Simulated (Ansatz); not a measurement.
Spin–orbit splittings in Sn

```xyz
2
Lattice="-2.9158 2.9158 1.5906 2.9158 -2.9158 1.5906 2.9158 2.9158 -1.5906" Properties=species:S:1:pos:R:3 pbc="T T T"
Sn    0.0000    0.0000    0.0000
Sn    0.0000    2.9158    0.7953
```

Atom numbers follow the list: Sn1, Sn2.

The cell is COD entry 1534488, as deposited and not checked against the literature; nothing was relaxed.

Methods: DFT, PBE, all-electron LAPW, scalar-relativistic (Ansatz 0.2.0); DFT, PBE, all-electron LAPW, Dirac equation with spin-orbit coupling (Ansatz 0.2.0).

Settings: a Γ-centred 15×15×15 k mesh, Fermi–Dirac smearing of 0.05 eV, basis error target 0.5 meV/atom, no spin polarisation.

Levels between -8 and 2 eV, each run counted from its own valence-band top where it has a gap, else its Fermi level. Scalar levels are listed once for both spins; with the coupling every spinor state is counted. Levels near the edges of the range can cross them.

**Question.** At Γ (0.000, 0.000, 0.000) the scalar-relativistic levels are -3.61, -1.98 (×2). What are they with spin–orbit coupling?

**Answer.** -3.59 (×2), -2.19 (×2), -1.80 (×2).

**Question.** At Z0 (-0.324, 0.676, 0.324) the scalar-relativistic levels are -6.50, -5.58, -3.06, -2.94 (×2). What are they with spin–orbit coupling?

**Answer.** -6.48 (×2), -5.57 (×2), -3.14 (×2), -2.97 (×2), -2.85 (×2).
